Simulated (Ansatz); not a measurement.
This is a relaxation of cell and atoms with Ansatz 0.2.0 on CdSe in the rocksalt structure; the level of theory is LDA. It starts from the PBE minimum.

input.yaml:
```yaml
crystal:
  lattice:
    - [0.0, 2.8689794091, 2.8689794091]
    - [2.8689794091, 0.0, 2.8689794091]
    - [2.8689794091, 2.8689794091, 0.0]
  atoms:
    - { symbol: Cd, position: [0.0, 0.0, 0.0] }
    - { symbol: Se, position: [0.5, 0.5, 0.5] }
kpoints:
  mp_grid: { grid: [8, 8, 8] }
hamiltonian:
  xc: lda
scf:
  occupations: { method: fermi_dirac, width: 0.02 }
relax:
  f_tol: 0.005
  cell: {}
```

Run as `ansatz run input.yaml --threads 2 --pin off --max-ram 2211MiB --backend cpu --events-out ev --progress --plain --runs-dir out`. Wall time 3.9 s on 2 threads of Arm Neoverse V1, with other jobs on the host, load about 0.5 per core; peak host memory 0.32 GiB.

The log, with set-up remarks and timings taken out:
```
Pseudopotential: Cd, paw, valence charge 20, recommended cutoff 420 eV (normal)
Pseudopotential: Se, paw, valence charge 16, recommended cutoff 420 eV (normal)
Functional definition: SPW92
Crystal: 2 atoms, lattice volume = 47.229 Å³
Basis set: ecut = 420 eV, 941 PW (Γ)
Bands: 22, of which v1, the nominal top of the filled ones, is band 18 counted from 1 (17 counted from 0)
Symmetry: 48 space group operations
Space group: Fm-3m (ITA 225)
k-points: 29 of 512
preconditioner: auto → none  [σ=0.020 eV  ℏωp=22.9 eV]
SCF 1 converged in 6 iterations: F = -13501.990898 eV  dr2 = 8.01e-9
relax step 1: F+E_penalty+E_count = -13501.99089827 eV  P = -5.760 GPa  Ω = 47.229 Å³
SCF 2 converged in 6 iterations: F = -13502.036004 eV  dr2 = 5.54e-9
relax step 2: F+E_penalty+E_count = -13502.03600416 eV  P = +5.262 GPa  Ω = 40.653 Å³
SCF 3 converged in 5 iterations: F = -13502.071905 eV  dr2 = 3.13e-8
relax step 3: F+E_penalty+E_count = -13502.07190469 eV  P = -0.829 GPa  Ω = 43.548 Å³
SCF 4 converged in 4 iterations: F = -13502.073208 eV  dr2 = 6.40e-9
relax step 4: F+E_penalty+E_count = -13502.07320767 eV  P = -0.045 GPa  Ω = 43.106 Å³
SCF 5 converged in 6 iterations: F = -13502.072358 eV  dr2 = 7.85e-12
relax step 5: F+E_penalty+E_count = -13502.07235826 eV  P = -0.042 GPa  Ω = 43.106 Å³  (SCF on a basis re-selected at this cell)
Free energy (F): -13502.072358 eV
Internal energy: -13502.071565 eV  (E = F + TS)
E sigma→0 (E₀):  -13502.071962 eV
Entropy (-TS):   -0.000793 eV (-0.396 meV/atom)
Fermi energy:    11.417592 eV
--- Stress (GPa, compression-positive) ---
       -0.042126       0.000000       0.000000
        0.000000      -0.042126       0.000000
        0.000000       0.000000      -0.042126
  P = ⅓ Tr σ = -0.0421 GPa (-0.421 kbar)
--- Relaxed structure (4 steps of the walk, 4 accepted, 1 SCFs on fresh bases) ---
  F+E_penalty+E_count = -13502.07235826 eV
  cell:  # Å, volume = 43.1056 Å³
    - [0.000000, 2.782923, 2.782923]
    - [2.782923, 0.000000, 2.782923]
    - [2.782923, 2.782923, 0.000000]
  atoms:
    - { symbol: Cd, position: [0.000000, 0.000000, 0.000000] }
    - { symbol: Se, position: [0.500000, 0.500000, 0.500000] }
```

In 4 steps the volume changed by -8.7 %; between the first SCF and the last, each on a basis chosen for its cell, the energy fell by 40.7 meV an atom. At the end: it is cubic, Fm-3m (No. 225); conventional cell a = 5.566 Å, 21.55 Å³ an atom. Cd is surrounded by 6 Se at 2.78 Å; Se is surrounded by 6 Cd at 2.78 Å.

The cell comes from a prototype generator: it can be a known phase or a hypothetical one. Spin polarisation is off.

Overlapping bands make a metal at that level, for which these meshes are coarse; small forces, stresses and energy differences are uncertain. A small overlap in a semilocal functional can be an artefact that a hybrid or GW lifts.
